**Question**

The table gives harmonic phonon frequencies of face-centred cubic nickel from a density-functional calculation. Under "phonon q row", the numbers 1 to 6 stand for the wave vectors Γ, K, L, U, W and X.

Harmonic phonon frequencies of fcc nickel from JDFTx 1.7.0 (patched build), with the PBEsol functional and PseudoDojo 0.4.1 standard scalar-relativistic pseudopotentials. The collinear-spin run started ferromagnetic and used a 1333.36 eV plane-wave cutoff, an 8×8×8 k mesh, Fermi–Dirac smearing of 0.05 eV, and a 2×2×2 supercell with 0.1 bohr displacements.

```csv
row,phonon q row (row),phonon frequency (cm⁻¹)
1,1,0.00
2,1,0.00
3,1,0.00
4,2,203.50
5,2,252.80
6,2,271.40
7,3,149.90
8,3,149.90
9,3,299.90
10,4,203.50
11,4,252.80
12,4,271.40
13,5,222.20
14,5,258.40
15,5,258.40
16,6,222.90
17,6,222.90
18,6,290.70
```

Every atom is the same and has twelve equal nearest contacts.

(a) Why are there three modes at each wave vector, and why are they zero at Γ?

(b) Why does L hold both the lowest nonzero frequency and the highest one?

(c) Estimate the frequencies at X from the highest one at L, and explain the largest deviation.

**Model answer**

(a) The primitive cell holds one atom, which can move in three directions, so each wave vector has three modes. At Γ all atoms move together. No contact changes its length or direction, and nothing pulls the atoms back.

(b) Put one spring of constant $k$ on each nearest contact. Let $\theta$ be the angle between a contact and the motion, and $\varphi$ the phase difference between the two atoms it joins. The spring feels only the part of the relative motion along the contact, and only the part of its force along the motion drives the atom back. Each step brings in a factor $\cos\theta$, so for an atom of mass $M$ and a mode of angular frequency $\omega$

$$M\omega^2 = k\sum_{\text{12 contacts}} \cos^2\theta\,(1-\cos\varphi).$$

At L, close-packed layers move rigidly, each against the next. The six contacts within a layer keep their length. The six that cross to the neighbouring layers are in antiphase, so each has $1-\cos\varphi = 2$.

These crossing contacts stand steeply, with $\cos^2\theta = 2/3$ for motion along the wave. When the layers approach and recede, $M\omega^2 = 6\times\tfrac{2}{3}\times 2k = 8k$. When they slide past each other, $\cos^2\theta$ averages only 1/6, and $M\omega^2 = 2k$. Squeezing the layers together is therefore four times as stiff as sliding them, which doubles the frequency. The table has 299.9 cm⁻¹ for the single mode and 149.9 cm⁻¹ for the sliding pair. For every mode at K, U and W the same sum lies between $2k$ and $8k$. Part (c) takes up X.

(c) At X the moving layers are the cube planes. Now eight contacts cross between layers, and they lean at 45°. Motion along the wave gives $8\times\tfrac{1}{2}\times 2k = 8k$, as at L. One spring thus leaves the two points level at the top, and L is the higher of them in the table only through smaller forces that the model leaves out. Sliding has an average $\cos^2\theta$ of 1/4 and gives $4k$, twice the value at L.

Frequency goes as the square root of stiffness, so the highest mode at L sets the scale:

$$\nu_{\text{X, along}} \approx 299.9\ \text{cm}^{-1},\qquad
\nu_{\text{X, sliding}} \approx \frac{299.9}{\sqrt{2}} = 212.1\ \text{cm}^{-1}.$$

The calculation gives 290.7 and 222.9 cm⁻¹. The estimate is about 3% too high for the first and 5% too low for the sliding pair, relative to the computed values.

The larger deviation points to forces that one spring per contact leaves out. In each sliding mode at X, four of the eight crossing contacts are at right angles to the motion. Their atoms shift sideways, which to first order doesn't change the length of the contact, so the model gives these four no restoring force at all. Any other resistance to the motion, whether from these contacts or from more distant atoms, therefore stands out here. In the motion along the wave, by contrast, all eight springs resist.

The computed frequencies at X and L fix a small set of effective force constants. If the extra resistance is assigned to these four contacts, it amounts to a sideways stiffness of about 9% of the stretching stiffness. The small supercell can't tell how much of it really comes from more distant atoms. With the smaller corrections included, the squared frequency of the sliding pair lies 14% above its pure stretching value. It lies only about 10% above the square of the estimate, because the frequency at L that sets the scale is itself slightly raised. Taking the square root roughly halves that, to the 5% found above.

**Remarks on the reasoning**

*The number of crossing contacts sets the total, and their angle divides it.* For any one contact, $\cos^2\theta$ adds up to 1 over three perpendicular directions. The three squared frequencies at L should thus total 6/8, or 0.75, of those at X, and the computed ratio is 0.73. L is the softer point overall, yet its steep contacts give most of that smaller total to a single mode.

*The same count shows what another structure would do.* In a body-centred cubic metal, take the cube-axis wave in which neighbouring planes move in antiphase. All eight nearest contacts cross between planes, and each makes the same angle with all three cube axes. The three modes then have equal frequency, as the symmetry of that point also requires. A large splitting, as at L in nickel, needs contacts that favour one direction.

*The highest mode need not run along the wave.* At K, the contacts that lie along the wave join atoms 270° apart in phase, well past antiphase, so they are strained less than they could be. For motion along the cube axis perpendicular to the wave, eight contacts at 45° work at 135°, much closer to antiphase. The model gives $6.8k$ for this transverse motion and $5.4k$ for the longitudinal one. It thus assigns the top mode at K, 271.4 cm⁻¹, to transverse motion.

*An excellent ratio can hide a correction.* At L the frequencies stand in the ratio 2.00, which looks like proof of pure springs. Yet the effective force constants put both squared frequencies about 3% above their stretching parts. A common factor drops out of a ratio, so the ratio at L gives no sign of the extra forces that show at X.

*Only some rows can test the model.* The small supercell samples L and X directly, while K, U and W are interpolated from the same forces. Agreement there is a check on the algebra. The k mesh is coarse as well, and the final magnetic moment of this run, which started ferromagnetic, isn't reported, so the small percentages belong to this run and not to nickel in general. The supercell also merges forces from more distant atoms with those of the nearest contacts, so the sideways stiffness is an effective value. It would still be about 6% of the stretching stiffness if both frequencies at X were moved by 3 cm⁻¹ in the unfavourable direction.

*The spring constant belongs to this crystal at this volume.* The output below shows one spring fitted to the six modes at X and L together, including the rows worked above. It gives about 40 N/m and misses no fitted frequency by more than 4.3% of its computed value. Compressing a metal generally stiffens its contacts, so $k$ would change with the lattice, whereas the factors 8, 4 and 2 come from geometry.

Output of the analysis:

```
Frequencies in 1/cm:
  row  q_row  springs_k  computed  one_spring    miss  four_constants
    1      1          0         0           0       0               0
    2      1          0         0           0       0               0
    3      1          0         0           0       0               0
    4      2      3.414     203.5         197  -6.453           203.4
    5      2      5.414     252.8       248.1  -4.659           252.7
    6      2      6.829     271.4       278.7   7.277           271.4
    7      3          2     149.9       150.8  0.9183           149.9
    8      3          2     149.9       150.8  0.9183           149.9
    9      3          8     299.9       301.6   1.737           299.9
   10      4      3.414     203.5         197  -6.453           203.4
   11      4      5.414     252.8       248.1  -4.659           252.7
   12      4      6.829     271.4       278.7   7.277           271.4
   13      5          4     222.2       213.3  -8.911           222.1
   14      5          6     258.4       261.2   2.825           258.4
   15      5          6     258.4       261.2   2.825           258.4
   16      6          4     222.9       213.3  -9.611           222.9
   17      6          4     222.9       213.3  -9.611           222.9
   18      6          8     290.7       301.6   10.94           290.7
One-spring fit to X and L, frequency for M w^2 of one k, 1/cm: 106.6
One-spring fit, spring constant, N/m: 39.58
One-spring rms miss over the six modes at X and L, 1/cm: 7.177
One-spring largest miss at X and L, percent: 4.312
Longitudinal over transverse frequency at L (one spring gives 2): 2.001
Longitudinal over transverse frequency at X (one spring gives 1.414): 1.304
Transverse frequency at L over that at X (one spring gives 0.707): 0.6725
Sum of squared frequencies at L over that at X (one spring gives 0.75): 0.7335
Four constants, bond stretching, N/m: 37.94
Sideways stiffness out of the cube face, percent of stretching: 8.519
Sideways stiffness within the cube face, percent of stretching: -3.126
Out-of-face stiffness if X modes shift by 3 1/cm against it, percent of stretching: 5.991
X transverse, squared frequency over its stretching part: 1.139
X longitudinal, squared frequency over its stretching part: 0.9687
L transverse, squared frequency over its stretching part: 1.03
L longitudinal, squared frequency over its stretching part: 1.031
```
